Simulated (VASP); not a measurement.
Here is a VASP 6.6.1 calculation.

The input INCAR:

```
SYSTEM = SnSe2
PREC = Accurate
ENCUT = 520
EDIFF = 1E-6
ISMEAR = 0
SIGMA = 0.03
LREAL = .False.
LASPH = .True.
NELM = 80
ALGO = Fast
ISIF = 2
LWAVE = .False.
LCHARG = .False.
MAGMOM = 0 0 0 0 0 0 0 0 0
LORBIT = 11
LSORBIT = .True.
GGA_COMPAT = .False.
GGA = PE
IVDW = 12
NBANDS = 41
```

Contents of KPOINTS:

```
Automatic mesh
0
Gamma
  6 6 4
  0 0 0
```

POSCAR

```
SnSe2                                   
1.0
    3.8406113576      0.0000000000     -0.0000000000
   -1.9203056787      3.3260670059     -0.0000000000
    0.0000000000      0.0000000000      6.0088390555
  Sn              Se            
     1     2
Direct
     0.0000000000000000    0.0000000000000000    0.0000000000000000
     0.3333333300000021    0.6666666699999979    0.2654415965869306
     0.6666666699999979    0.3333333300000021    0.7345584034130694
```

File KPOINTS_OPT:

```
explicit points
186
Reciprocal
 0.0000000000  0.0000000000  0.0000000000 1
 0.0263157895  0.0000000000  0.0000000000 1
 0.0526315789  0.0000000000  0.0000000000 1
 0.0789473684  0.0000000000  0.0000000000 1
 0.1052631579  0.0000000000  0.0000000000 1
 0.1315789474  0.0000000000  0.0000000000 1
[... 178 lines left out ...]
 0.5000000000  0.0000000000  0.5000000000 1
 0.5000000000  0.0000000000  0.0000000000 1
```

Potentials or basis: VASP PAW PBE potentials, release 64 (Sn_d, Se).

The run is started by

```console
$ cat potpaw_PBE.64/Sn_d/POTCAR potpaw_PBE.64/Se/POTCAR > POTCAR
$ mpirun -np 1 vasp_ncl > vasp.out
```

**Question.** What does it give for the largest force?

**Answer.** 0.007 eV/Å.

**Question.** Estimate the dispersion energy per atom.

**Answer.** -0.364 eV.

Forces in eV/Å, atoms in the order of the input:
```
Sn   0.000  0.000  0.000
Se   0.000  0.000 -0.007
Se   0.000  0.000  0.007
```
